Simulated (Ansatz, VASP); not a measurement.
Two plane-wave programs on TaN

Contents of POSCAR:

```
TaN
1.0
    2.8982924298      0.0000000000      0.0000000000
   -1.4491462149      2.5099948717      0.0000000000
    0.0000000000      0.0000000000      2.8440357641
Ta N
1 1
Direct
    0.0000000000      0.0000000000      0.5000000000
    0.6666666667      0.3333333333      0.0000000000
```

The input INCAR.step1:

```
ALGO     = Normal         # electronic algorithm
EDIFF    = 1E-4           # SCF threshold, eV
ENCUT    = 520            # plane-wave cutoff, eV
GGA      = PE             # functional
ISMEAR   = -1             # smearing method
LASPH    = True           # aspherical terms in the spheres
LCHARG   = False          # write CHGCAR
LREAL    = False          # projectors in reciprocal space
LWAVE    = True           # write WAVECAR
NBANDS   = 15             # bands
NELM     = 60             # most SCF steps
PREC     = Accurate       # precision mode
SIGMA    = 0.05           # smearing width, eV
```

File INCAR.step2:

```
ALGO     = Normal         # electronic algorithm
EDIFF    = 1E-7           # SCF threshold, eV
ENCUT    = 520            # plane-wave cutoff, eV
ISIF     = 2              # what is computed and relaxed
ISMEAR   = -1             # smearing method
ISTART   = 1            
LASPH    = True           # aspherical terms in the spheres
LCHARG   = True           # write CHGCAR
LELF     = True           # ELF
LMIXTAU  = True         
LREAL    = False          # projectors in reciprocal space
LVHAR    = True         
LWAVE    = False          # write WAVECAR
METAGGA  = R2SCAN         # meta-GGA
NBANDS   = 15             # bands
NELM     = 60             # most SCF steps
PREC     = Accurate       # precision mode
SIGMA    = 0.05           # smearing width, eV
```

KPOINTS

```
k-points
0
Gamma
  10 10 9
```

The input input.yaml:

```yaml
crystal:
  lattice:
    - [2.8982924298, 0.0, 0.0]
    - [-1.4491462149, 2.5099948717, 0.0]
    - [0.0, 0.0, 2.8440357641]
  atoms:
    - { symbol: Ta, position: [0.0, 0.0, 0.5] }
    - { symbol: "N", position: [0.6666666667, 0.3333333333, 0.0] }
hamiltonian:
  xc: r2scan
  pseudopotentials: { kind: paw }
kpoints:
  mp_grid: { grid: [10, 10, 9] }
scf:
  occupations: { method: fermi_dirac, width: 0.05 }
output:
  forces: true
  stress: true
  eigenvalues: true
```

Alike in both runs: task single point; functional r2SCAN; k mesh 10 × 10 × 9; occupations fermi-dirac, width 0.05 eV; no spin polarisation.

|  | VASP | Ansatz |
| --- | --- | --- |
| version | VASP 6.6.1 | Ansatz 0.2.0 |
| potentials or method | VASP PAW PBE potentials, release 64 (Ta_pv, N) | Ansatz PAW |
| plane-wave cutoff (eV) | 520 | 500 |
| valence electrons in the cell | 16 | 18 |

Ansatz gave:

| Quantity | Value |
| --- | --- |
| gap on the k mesh at the Fermi level (eV) | none |
| pressure (GPa) | 15.8 |
| largest component of the traceless stress (GPa) | 1.67 |

**Question.** Which values does VASP return?

**Answer.** gap on the k mesh at the Fermi level (eV): none; pressure (GPa): 17.7; largest component of the traceless stress (GPa): 1.85.

A gap of «none» marks a metal or a gap that the smearing closes. The two sets of potentials don't hold the same shells in valence.

Caveats: so large a pressure means that the cell lies far from this level's equilibrium, or that cutoff or potentials fall short (VASP); the potentials were made for another functional, which shifts forces and pressure (VASP); the PAW data sets come from PBE, with cores solved anew for the run's functional, which leaves a small shift of forces and pressure (Ansatz). The runs have no spin-orbit coupling, so splittings on Ta are missing.
